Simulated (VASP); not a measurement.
# LiH in VASP: density of states with PBE

Aim: the density of states of LiH with PBE.

Everything below comes from runs of VASP 6.6.1. Logs are shortened: lines on timing, memory, paths and dates and some standing lists are left out, and cuts for length are marked.

**1. Starting point**

The cell holds a sheet with vacuum, 2 atoms: a = 3.078 Å, b = 3.078 Å, c = 25.327 Å, α = 90.00°, β = 90.00°, γ = 120.00°.

The cell was built by a generator and needn't be a form met in nature.

**2. Density of states, PBE**

File POSCAR:

```
LiH
1.0
    3.0782453296     -0.0000003418      0.0000000000
   -1.5391223688      2.6658388255      0.0000000000
    0.0000000000      0.0000000000     25.3271890000
Li H
1 1
Direct
    0.3333333333      0.6666666667      0.2961188467
    0.0000000000      0.0000000000      0.2961300602
```

File INCAR.step1:

```
SYSTEM = LiH
PREC = Accurate
ENCUT = 520
EDIFF = 1E-6
ISMEAR = 0
SIGMA = 0.02
LREAL = .FALSE.
LASPH = .TRUE.
NELM = 100
ALGO = Normal
ISIF = 2
LWAVE = .FALSE.
LCHARG = .TRUE.
LDIPOL = .TRUE.
IDIPOL = 3
DIPOL = 0.5 0.5 0.296
GGA = PE
NBANDS = 9
```

File KPOINTS.step1:

```
Automatic mesh
0
G
  12 12 1
  0 0 0
```

File INCAR.step2:

```
SYSTEM = LiH
PREC = Accurate
ENCUT = 520
EDIFF = 1E-6
ISMEAR = -5
SIGMA = 0.02
LREAL = .FALSE.
LASPH = .TRUE.
NELM = 100
ALGO = Normal
ISIF = 2
LWAVE = .FALSE.
LCHARG = .FALSE.
LDIPOL = .TRUE.
IDIPOL = 3
DIPOL = 0.5 0.5 0.296
GGA = PE
LORBIT = 11
NEDOS = 2001
ICHARG = 11
```

File KPOINTS.step2:

```
Automatic mesh
0
G
  18 18 1
  0 0 0
```

Potentials or basis: VASP PAW PBE potentials, release 64 (Li_sv, H).

Launch:

```bash
$ cat potpaw_PBE.64/Li_sv/POTCAR potpaw_PBE.64/H/POTCAR > POTCAR
$ cp INCAR.step1 INCAR
$ cp KPOINTS.step1 KPOINTS
$ mpirun -np 1 vasp_std > vasp.out
$ cp INCAR.step2 INCAR
$ cp KPOINTS.step2 KPOINTS
$ mpirun -np 1 vasp_std > vasp.out
```

OUTCAR:

```text
SYSTEM = LiH
   PREC = Accurate
   ENCUT = 520
   EDIFF = 1E-6
   ISMEAR = -5
   LREAL = .FALSE.
   LASPH = .TRUE.
   NELM = 100
   ISIF = 2
   GGA = PE
   LORBIT = 11
   ICHARG = 11

 ion  position               nearest neighbor table
   1  0.333  0.667  0.296-
   2  0.000  0.000  0.296-

  LATTYP: Found a hexagonal cell.
 ALAT       =     3.0782453296
 C/A-ratio  =     8.2278006748

  Lattice vectors:

 A1 = (   3.0782453296,  -0.0000003418,   0.0000000000)
 A2 = (  -1.5391223688,   2.6658388255,   0.0000000000)
 A3 = (   0.0000000000,   0.0000000000,  25.3271890000)

Analysis of symmetry for initial positions (statically):
=====================================================================
 Subroutine PRICEL returns:
 Original cell was already a primitive cell.

 Routine SETGRP: Setting up the symmetry group for a
 hexagonal supercell.

 Subroutine GETGRP returns: Found  6 space group operations
 (whereof  6 operations were pure point group operations)
 out of a pool of 24 trial point group operations.

The static configuration has the point symmetry C_3v.

Analysis of symmetry for dynamics (positions and initial velocities):
=====================================================================
 Subroutine PRICEL returns:
 Original cell was already a primitive cell.

 Routine SETGRP: Setting up the symmetry group for a
 hexagonal supercell.

 Subroutine GETGRP returns: Found  6 space group operations
 (whereof  6 operations were pure point group operations)
 out of a pool of 24 trial point group operations.

The dynamic configuration has the point symmetry C_3v.

 Subroutine INISYM returns: Found  6 space group operations
 (whereof  6 operations are pure point group operations),
 and found     1 'primitive' translations

----------------------------------------------------------------------------------------

                                     Primitive cell

  volume of cell :     207.8376

  direct lattice vectors                    reciprocal lattice vectors
     3.078245330 -0.000000342  0.000000000     0.324860418  0.187558202  0.000000000
    -1.539122369  2.665838825  0.000000000     0.000000042  0.375116475  0.000000000
     0.000000000  0.000000000 25.327189000     0.000000000  0.000000000  0.039483260

  length of vectors
     3.078245330  3.078245330 25.327189000     0.375116475  0.375116475  0.039483260

  position of ions in fractional coordinates (direct lattice)
     0.333333333  0.666666667  0.296118847
     0.000000000  0.000000000  0.296130060

  ion indices of the primitive-cell ions
   primitive index   ion index
                 1           1
                 2           2

----------------------------------------------------------------------------------------

 KPOINTS: Automatic mesh

Automatic generation of k-mesh.
 Grid dimensions read from file:
 generate k-points for:   18   18    1

 Generating k-lattice:

  Cartesian coordinates                     Fractional coordinates (reciprocal lattice)
     0.018047801  0.010419900  0.000000000     0.055555556  0.000000000  0.000000000
     0.000000002  0.020839804  0.000000000    -0.000000000  0.055555556  0.000000000
     0.000000000  0.000000000  0.039483260     0.000000000  0.000000000  1.000000000

  Length of vectors
     0.020839804  0.020839804  0.039483260

  Shift w.r.t. Gamma in fractional coordinates (k-lattice)
     0.000000000  0.000000000  0.000000000

 TETIRR: Found    169 inequivalent tetrahedra from     1944

 Subroutine IBZKPT returns following result:
 ===========================================

 Found     37 irreducible k-points:

 Following reciprocal coordinates:
            Coordinates               Weight
  0.000000  0.000000  0.000000      1.000000
  0.055556  0.000000  0.000000      6.000000
  0.111111  0.000000  0.000000      6.000000
  0.166667  0.000000  0.000000      6.000000
  0.222222  0.000000  0.000000      6.000000
  0.277778  0.000000  0.000000      6.000000
[... 16 lines left out ...]
  0.333333  0.111111  0.000000     12.000000
  0.388889  0.111111  0.000000     12.000000
 [... further k-points ...]
   k-points           NKPTS =     37   k-points in BZ     NKDIM =     37   number of bands    NBANDS=      6
   number of dos      NEDOS =   2001   number of ions     NIONS =      2
   total plane-waves  NPLWV = 110592
   dimension x,y,z NGX =    24 NGY =   24 NGZ =  192
   dimension x,y,z NGXF=    48 NGYF=   48 NGZF=  384
   ions per type =               1   1
   NGX,Y,Z   is equivalent  to a cutoff of  12.96, 12.96, 12.60 a.u.
   NGXF,Y,Z  is equivalent  to a cutoff of  25.92, 25.92, 25.21 a.u.
 SYSTEM =  LiH
   PREC   = accura    normal or accurate (medium, high low for compatibility)
   ISTART =      0    job   : 0-new  1-cont  2-samecut
   ICHARG =     11    charge: 1-file 2-atom 10-const
   ISPIN  =      1    spin polarized calculation?
   LNONCOLLINEAR =      F non collinear calculations
   LSORBIT =      F    spin-orbit coupling
   LASPH  =      T    aspherical Exc in radial PAW
   ENCUT  =  520.0 eV  38.22 Ry    6.18 a.u.   5.72  5.72 47.09*2*pi/ulx,y,z
   NELM   =    100;   NELMIN=  2; NELMDL=  0     # of ELM steps
   EDIFF  = 0.1E-05   stopping-criterion for ELM
   LREAL  =      F    real-space projection
   EDIFFG = 0.1E-04   stopping-criterion for IOM
   NSW    =      0    number of steps for IOM
   IBRION =     -1    ionic relax: 0-MD 1-quasi-New 2-CG
   NFREE  =      0    steps in history (QN), initial steepest desc. (CG)
   ISIF   =      2    stress and relaxation
   ISYM   =      2    0-nonsym 1-usesym 2-fastsym
   POTIM  = 0.5000    time-step for ionic-motion
   TEBEG  =    0.0;   TEEND  =   0.0 temperature during run
   PSTRESS=    0.0 pullay stress
   NELECT =       4.0000    total number of electrons
   NUPDOWN=      -1.0000    fix difference up-down
   EMIN   =  10.00;   EMAX   =-10.00  energy-range for DOS
   EFERMI =   0.00;   METHOD = LEGACY
   ISMEAR =    -5;   SIGMA  =   0.02  broadening in eV -4-tet -1-fermi 0-gaus
   EFERMI_NEDOS =   21; number of points for ismear=-14 and -15
   IALGO  =     38    algorithm
   IMIX   =      4    mixing-type and parameters
     AMIX     =   0.40;   BMIX     =  1.00
     AMIX_MAG =   1.60;   BMIX_MAG =  1.00
  volume/ion in A,a.u.               =     103.92       701.28
  Fermi-wavevector in a.u.,A,eV,Ry     =   0.438719  0.829059  2.618777  0.192475
  Thomas-Fermi vector in A             =   1.412366
   LORBIT       =     11    0 simple, 1 ext, 2 COOP (PROOUT), +10 PAW based schemes
   GGA     = PE    functional components
   LHFCALC =     F    Hartree Fock is set to
   AEXX    =    0.0000 exact exchange contribution
   IVDW    =     0    specifies the selected vdW correction
   LEPSILON=     F    determine dielectric tensor
   LRPA    =     F    only Hartree local field effects (RPA)
 non-spin polarized calculation
 Fermi weights with tetrahedron method with Bloechl corrections
  energy-cutoff  :      520.00
  volume of cell :      207.84
 maximum number of plane-waves:      5616
 NGX is ok and might be reduce to    24

 number of electron       3.9999996 magnetization

 dipolmoment           0.000000      0.000000      0.000076 electrons x Angstroem

 Free energy of the ion-electron system (eV)
  ---------------------------------------------------
  ext. energy  EPLUGINS =         0.00000000
  ---------------------------------------------------
  free energy    TOTEN  =        -5.78918961 eV

  energy without entropy =       -5.78918961  energy(sigma->0) =       -5.78918961

 E-fermi :  -4.9768     XC(G=0):  -1.1707

 val. band max:       -4.9825683271   @ k =   0.3333   0.3333   0.0000
 cond. band min:      -1.5103330982   @ k =   0.0000   0.0000   0.0000
 fundamental gap:      3.4722352289
 Fermi energy:        -4.9767563903

 k-point     1 :       0.0000    0.0000    0.0000
  band No.  band energies     occupation
      1     -48.4069      2.00000
      2      -6.8674      2.00000
      3      -1.5103      0.00000
      4       0.0927      0.00000
      5       0.5037      0.00000
      6       0.6050      0.00000

 k-point     2 :       0.0556    0.0000    0.0000
  band No.  band energies     occupation
      1     -48.4066      2.00000
      2      -6.8348      2.00000
      3      -1.4455      0.00000
      4       0.1542      0.00000
      5       0.5677      0.00000
      6       0.6703      0.00000

 k-point     3 :       0.1111    0.0000    0.0000
  band No.  band energies     occupation
      1     -48.4054      2.00000
      2      -6.7380      2.00000
      3      -1.2510      0.00000
      4       0.3376      0.00000
      5       0.7596      0.00000
      6       0.8661      0.00000

 k-point     4 :       0.1667    0.0000    0.0000
  band No.  band energies     occupation
      1     -48.4036      2.00000
      2      -6.5805      2.00000
      3      -0.9269      0.00000
      4       0.6392      0.00000
      5       1.0787      0.00000
      6       1.1924      0.00000
[... 154 lines left out ...]
 k-point    22 :       0.2778    0.1111    0.0000
  band No.  band energies     occupation
      1     -48.3963      2.00000
      2      -5.7674      2.00000
      3       1.0111      0.00000
      4       1.8819      0.00000
      5       2.9105      0.00000
      6       3.1489      0.00000

 k-point    23 :       0.3333    0.1111    0.0000
  band No.  band energies     occupation
      1     -48.3946      2.00000
      2      -5.5188      2.00000
      3       1.5930      0.00000
      4       1.8439      0.00000
      5       3.6110      0.00000
      6       3.9423      0.00000

 k-point    24 :       0.3889    0.1111    0.0000
  band No.  band energies     occupation
      1     -48.3935      2.00000
      2      -5.3355      2.00000
      3       1.2424      0.00000
      4       2.7858      0.00000
      5       4.4496      0.00000
      6       4.8602      0.00000

 [... further k-points ...]

------------------------ aborting loop because EDIFF is reached ----------------------------------------

 vacuum level on the upper side and lower side of the slab       (xc-potential included)        -0.007        -0.009

  FORCE on cell =-STRESS in cart. coord.  units (eV):
  Direction    XX          YY          ZZ          XY          YZ          ZX
  --------------------------------------------------------------------------------------
  -------------------------------------------------------------------------------------
  Total       -0.0058575     -0.0058575     -0.0247009      0.0000000      0.0000000      0.0000000
  in kB       -0.0451544     -0.0451544     -0.1904143      0.0000000      0.0000000      0.0000000
  external PRESSURE =      -0.0935743 kB  Pullay stress =       0.0000000 kB

 VOLUME and BASIS-vectors are now :
 -----------------------------------------------------------------------------
  energy-cutoff  :      520.00
  volume of cell :      207.84
      direct lattice vectors                 reciprocal lattice vectors
     3.078245330 -0.000000342  0.000000000     0.324860418  0.187558202  0.000000000
    -1.539122369  2.665838825  0.000000000     0.000000042  0.375116475  0.000000000
     0.000000000  0.000000000 25.327189000     0.000000000  0.000000000  0.039483260

 POSITION                                       TOTAL-FORCE (eV/Angst)
 -----------------------------------------------------------------------------------
      0.00000      1.77723      7.49986         0.000000     -0.000000     -0.000685
      0.00000      0.00000      7.50014        -0.000000      0.000000      0.000685
 -----------------------------------------------------------------------------------
    total drift:                                0.000386     -0.000223     -0.002261

  FREE ENERGIE OF THE ION-ELECTRON SYSTEM (eV)
  ---------------------------------------------------
  free  energy   TOTEN  =        -5.7891896125 eV

  energy  without entropy=       -5.7891896125  energy(sigma->0) =       -5.78918961

 vacuum level on the upper side and lower side of the slab         0.339         0.338

 total charge

# of ion       s       p       d       tot
------------------------------------------
    1        2.026   0.056   0.000   2.083
    2        0.556   0.000   0.000   0.557
--------------------------------------------------
tot          2.582   0.057   0.000   2.639
```

Wall time 34 s (1 thread of Intel Xeon 6975P-C (Granite Rapids), shared host); peak memory 0.31 GiB.

Results:

```
Valence electrons inside the program's atomic spheres : Li 2.08; H 0.56
```

States per cell in windows of 1 eV (zero at the valence-band top; states under -8 eV left out):
| from (eV) | total | H2_s | Li1_p | Li1_s | H2_p | Li1_d | H2_d |
| --- | --- | --- | --- | --- | --- | --- | --- |
| -8.0 | 0.00 | 0.00 | 0.00 | 0.00 | 0.00 | 0.00 | 0.00 |
| -7.0 | 0.00 | 0.00 | 0.00 | 0.00 | 0.00 | 0.00 | 0.00 |
| -6.0 | 0.00 | 0.00 | 0.00 | 0.00 | 0.00 | 0.00 | 0.00 |
| -5.0 | 0.00 | 0.00 | 0.00 | 0.00 | 0.00 | 0.00 | 0.00 |
| -4.0 | 0.00 | 0.00 | 0.00 | 0.00 | 0.00 | 0.00 | 0.00 |
| -3.0 | 0.00 | 0.00 | 0.00 | 0.00 | 0.00 | 0.00 | 0.00 |
| -2.0 | 0.66 | 0.16 | 0.01 | 0.03 | 0.00 | 0.00 | 0.00 |
| -1.0 | 1.34 | 0.40 | 0.05 | 0.02 | 0.00 | 0.00 | 0.00 |
| 0.0 | 0.00 | 0.00 | 0.00 | 0.00 | 0.00 | 0.00 | 0.00 |
| 1.0 | 0.00 | 0.00 | 0.00 | 0.00 | 0.00 | 0.00 | 0.00 |
| 2.0 | 0.00 | 0.00 | 0.00 | 0.00 | 0.00 | 0.00 | 0.00 |
| 3.0 | 0.17 | 0.00 | 0.01 | 0.00 | 0.00 | 0.00 | 0.00 |
| 4.0 | 0.35 | 0.00 | 0.01 | 0.00 | 0.00 | 0.00 | 0.00 |
| 5.0 | 1.16 | 0.01 | 0.03 | 0.00 | 0.00 | 0.00 | 0.00 |
| 6.0 | 2.50 | 0.06 | 0.07 | 0.04 | 0.01 | 0.00 | 0.00 |
| 7.0 | 1.12 | 0.00 | 0.02 | 0.00 | 0.00 | 0.00 | 0.00 |

Caveat: the cutoff is under 1.25 times the usual one of these potentials, so pressure, stress and relaxed cells hold a basis-set (Pulay) error.
